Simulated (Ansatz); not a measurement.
# AlN (P6_3mc):Si_N, thermodynamic levels from a 72-atom cell, part 2 of 2

Wanted: the transition levels of a substitutional impurity in AlN (P6_3mc), from a cell of 72 host atoms with 1 N taken out and 1 Si put in.

Ansatz; place-levels on r2SCAN runs: charge-transition levels and formation energies with image-charge correction and potential alignment at the atomic sites; PAW set soft_1.

So far: The starting structure; Charge states.

### 3. place-levels, r2SCAN

A charged cell interacts with its images and the background, and its potential has another zero than the host's. place-levels removes the first by a point-charge model, screened by the static dielectric constant since the ions have relaxed around the charge, and the second by comparing potentials at atoms far from the defect.

The host is a run of the defect-free crystal in the same cutoffs, grids and k-points, so that basis and sampling errors cancel in part in the differences. The host is run in a cell of 8 atoms on a matching mesh. Its band edges are searched through the zone by a band path, so the gap is smaller than, or equal to, that on the mesh. Chemical potentials are energies per atom of N (N2 molecule) and Si (diamond), run with the same functional and cutoff.

levels.point.yaml

```yaml
host:
  run: host.point.run
states: [qm1.point.run, q0_M1.point.run, qp1.point.run, qp1_M2.point.run]
geometry_from:
  qm1.point.run: qm1.relax.run
  q0_M1.point.run: q0_M1.relax.run
  qp1.point.run: qp1.relax_smeared.run
  qp1_M2.point.run: qp1_M2.relax.run
  host.point.run: host.relax.run
chemical_potentials:
  "N":
    energy: -384.814403
    dataset: "<sha256 of the dataset>"
  Si:
    energy: -639.06578
    dataset: <sha256 of the dataset>
epsilon: [4.49, 4.49, 4.72]
static_epsilon: [8.15, 8.15, 9.65]
vertical:
  - { from: qm1.point.run, to: qm1.point_neutral.run }
  - { from: qp1.point.run, to: qp1.point_neutral.run }
  - { from: qp1_M2.point.run, to: qp1_M2.point_neutral.run }
```

The run is started by

```sh
$ ansatz place-levels levels.point.yaml -- --threads 4 --pin off --max-ram 7536MiB
```

Log:

```text
[... repeated set-up lines and file paths are left out, and long positions are rounded to six places ...]
(+1/0) 1.702 eV above the valence edge, 3.176 eV under the conduction edge
(0/-1) 2.486 eV above the valence edge, 2.392 eV under the conduction edge
formation energy of charge +1: +7.854 eV with the Fermi level at the valence edge
formation energy of charge 0: +9.556 eV with the Fermi level at the valence edge
formation energy of charge -1: +12.042 eV with the Fermi level at the valence edge
vertical -1 to 0: no energy, since no alignment is typed
  the change from vertical[0].from (qm1.point.run) to vertical[0].to (qm1.point_neutral.run): by its potential at epsilon [4.49, 4.49, 4.72] it stands at 0.566 0.467 0.454, with an rms radius of about 1.6 Å (1.5 0.6 0.0 Å across the planes of the cell's [...]
vertical +1 to 0: no energy, since no alignment is typed
  the change from vertical[1].from (qp1.point.run) to vertical[1].to (qp1.point_neutral.run): by its potential at epsilon [4.49, 4.49, 4.72] it stands at 0.527 0.472 0.387, with an rms radius of about 1.8 Å (0.7 0.7 1.6 Å across the planes of the cell's [...]
vertical +1 to 0: no energy, since no alignment is typed
  the change from vertical[2].from (qp1_M2.point.run) to vertical[2].to (qp1_M2.point_neutral.run): by its potential at epsilon [4.49, 4.49, 4.72] it stands at 0.546 0.460 0.400, with an rms radius of about 1.9 Å (0.9 0.6 1.5 Å across the planes of the cell's [...]
  edges by r2scan, gap 4.878 eV; the host is sampled to repeats of 18.64 Å
  the defect's cells are sampled to repeats of 18.64 Å, like sampling
  charge +1: -33678.8273 eV with its correction of +0.357 eV, at epsilon [8.15, 8.15, 9.65], aligned at sites: +0.0939 eV, mean over 33 atomic sites at or beyond 4.66 Å from the host's site at [0.5554, 0.4446, 0.4403] by the defect at [0.5556, 0.4444, [...]
  charge 0: +0.000 eV for its dipole among its images, +0.038 omitted
  charge -1: -33660.8028 eV with its correction of +0.119 eV, at epsilon [8.15, 8.15, 9.65], aligned at sites: +0.1436 eV, mean over 33 atomic sites at or beyond 4.66 Å from the host's site at [0.5554, 0.4446, 0.4403] by the defect at [0.5556, 0.4444, [...]
  charge +1: states[2] (qp1.point.run) stands 0.381 eV higher, with a moment of 0.00 μB against 2.00
  of states[3] (qp1_M2.point.run): its displacements don't fall off away from the defect: farther atoms stand 0.029 Å off the host's places. [...]
  of states[1] (q0_M1.point.run): its displacements don't fall off away from the defect: farther atoms stand 0.033 Å off the host's places. [...]
  of states[0] (qm1.point.run): it parts from the run at its places by a charge that spreads by about 1.5 Å along one vector (1.4 Å or more is wide), by its potential at epsilon [4.49, 4.49, 4.72], taken for that of held ions (one typed too small widens it), [...]
  of states[2] (qp1.point.run): its sublattices stand up to 0.0127 Å off the host's, which by the two runs' forces adds about -0.02 eV to its energy against the host's, and moves the band edges: relax the crystal first, and build the cells on it; [...]
  of vertical[0].from (qm1.point.run): its displacements don't fall off away from the defect: farther atoms stand 0.033 Å off the host's places. [...]
  of vertical[0].to (qm1.point_neutral.run): its displacements don't fall off away from the defect: farther atoms stand 0.033 Å off the host's places. [...]
  of vertical[1].from (qp1.point.run): its displacements don't fall off away from the defect: farther atoms stand 0.051 Å off the host's places. [...]
  of vertical[1].to (qp1.point_neutral.run): its displacements don't fall off away from the defect: farther atoms stand 0.051 Å off the host's places. [...]
  of vertical[2].from (qp1_M2.point.run): its displacements don't fall off away from the defect: farther atoms stand 0.029 Å off the host's places. [...]
  of vertical[2].to (qp1_M2.point_neutral.run): its displacements don't fall off away from the defect: farther atoms stand 0.029 Å off the host's places. [...]
```

Run time: 0.52 s. Hardware: 4 threads of Arm Neoverse V1, shared host.

Levels between the charges placed, in eV above the valence top:

```csv
,gap (eV),(+1/0),(0/−1)
r2SCAN,4.88,1.70,2.49
```

Corrections by state:

```csv
charge,moment (μB),image terms and alignment (eV),band filling (eV),ε used,"over the lowest of its charge, as the program ranks them, band filling apart (eV)"
+1,2.0,0.357,-,"principal values (8.15, 8.15, 9.65)",0.000
0,1.0,0.000,-,-,0.000
−1,0.0,0.119,-,"principal values (8.15, 8.15, 9.65)",0.000
+1,0.0,0.357,-,"principal values (8.15, 8.15, 9.65)",0.381
```

The charged structures listed were also run neutral, and place-levels reads from each pair, by the potential or the spins, how wide the charge is by which they differ; that can be the carrier of either run.

```csv
charge,rms radius (Å),spread where it is widest against the cell (Å),wide from (Å),reading
+1,1.9,1.52,1.72,narrow
−1,1.6,1.50,1.40,wide
```

The neutral runs of these pairs need not share the spin of the lowest neutral state, and very wide values only mean spread over the cell.

From the program's caveats on the states, each cut to its opening words:

- charge +1 (2 μB): its displacements don't fall off away from the defect: farther atoms stand 0.029 Å off the host's places
- charge +1 (2 μB), 0 (1 μB): flagged: stability check not made
- charge 0 (1 μB), −1: its displacements don't fall off away from the defect: farther atoms stand 0.033 Å off the host's places
- charge −1: it parts from the run at its places by a charge that spreads by about 1.5 Å along one vector (1.4 Å or more is wide), by its potential at epsilon [4.49, 4.49, [...]
- charge −1: its alignment with the host at atomic sites is doubtful: the mean over the far sites moves by +0.0584 eV from their farther parts to their nearer, more than [...]
- charge +1: its sublattices stand up to 0.0127 Å off the host's, which by the two runs' forces adds about -0.02 eV to its energy against the host's, and moves the band [...]
- charge +1: its displacements don't fall off away from the defect: farther atoms stand 0.051 Å off the host's places

The host's formation energy from the elements is -1.627 eV per atom; it sets how far the chemical potentials can move.

Limit set by the element alone; other compounds of these elements are not counted. Chemical potentials from the elements' reference states: Al 0.00 eV, N -3.25 eV, Si 0.00 eV. Formation energies (Al-rich), with the Fermi level at the valence top and at the conduction bottom (gap 4.88 eV):

```csv
charge,at valence top (eV),at conduction bottom (eV),correction included (eV)
+1,4.60,9.48,0.36
0,6.30,6.30,0.00
−1,8.79,3.91,0.12
```

```tsv
Fermi level (eV)	lowest formation energy (eV)
0.00	4.60
0.44	5.04
0.89	5.49
1.33	5.93
1.77	6.30
2.22	6.30
2.66	6.13
3.11	5.68
3.55	5.24
3.99	4.80
4.43	4.35
4.88	3.91
```

Limit set by the element alone; other compounds of these elements are not counted. Chemical potentials from the elements' reference states: N 0.00 eV, Al -3.25 eV, Si 0.00 eV. Formation energy by charge state (N-rich; gap 4.88 eV):

```csv
charge,at valence top (eV),at conduction bottom (eV),correction included (eV)
+1,7.85,12.73,0.36
0,9.56,9.56,0.00
−1,12.04,7.16,0.12
```

Fermi level (eV), lowest formation energy (eV) and a bar from the least value:
```
     0.00       7.85 #########
     0.44       8.30 ##############
     0.89       8.74 ####################
     1.33       9.18 #########################
     1.77       9.56 ##############################
     2.22       9.56 ##############################
     2.66       9.38 ############################
     3.11       8.94 ######################
     3.55       8.49 #################
     3.99       8.05 ###########
     4.43       7.61 ######
     4.88       7.16
```

### 4. Results

```yaml
gap_of_the_host: 4.88 eV (r2SCAN)
level_plus_1_over_0: 1.70 eV above the valence top
level_0_minus_1: 2.49 eV above the valence top
lowest_of_the_charges_placed_just_above_the_valence_top_0p02_ev: +1
lowest_of_the_charges_placed_just_below_the_conduction_bottom_0p02_ev: −1
lowest_formation_energy_at_mid_gap_of_the_charges_run_al_rich: 6.30 eV
lowest_formation_energy_at_mid_gap_of_the_charges_run_n_rich: 9.56 eV
```

Of the charges placed (−1, 0 and +1), the lowest changes at 1.70 eV (+1/0) and 2.49 eV (0/−1) above the valence top, in a gap of 4.88 eV. Charges above +1 and below −1 were not placed, so these runs say nothing of levels that involve them. States placed: +1 at 2 μB and 0 μB; 0 at 1 μB; −1 at 0 μB. Other spin states or structures, where not listed, weren't placed. Si is taken at its element; compounds, which aren't counted here, bound the chemical potentials and would shift these formation energies. The program doubts the alignment of potentials for at least one state, a sign that the cell is small. What this leaves open: r2SCAN makes the gap too small and tends to spread out bound carriers; where a gas molecule sets a chemical potential or the host's formation energy, its binding is uncorrected; force components of up to 0.15 eV/Å remain in a run at the final settings.

[Logs are printed without paths, hosts, clocks, repeated set-up lines and the standing remarks that a program may print on its own settings, such as how far it seeks lower states.]

[Hosts, paths, dates, database ids (printed as entryN), source tags and the programs' standing remarks are cut or masked in the printed files.]

[Where a table of states has a column of steps, it counts the stored structures, which are thinned; the runs took as many ionic steps or more.]

[A defect's name tells the site on which it was built; relaxed atoms can leave that site.]

[For some hosts the program warned that the k-mesh of the response run may be too coarse for force constants and the static dielectric constant; such warnings are not shown here.]
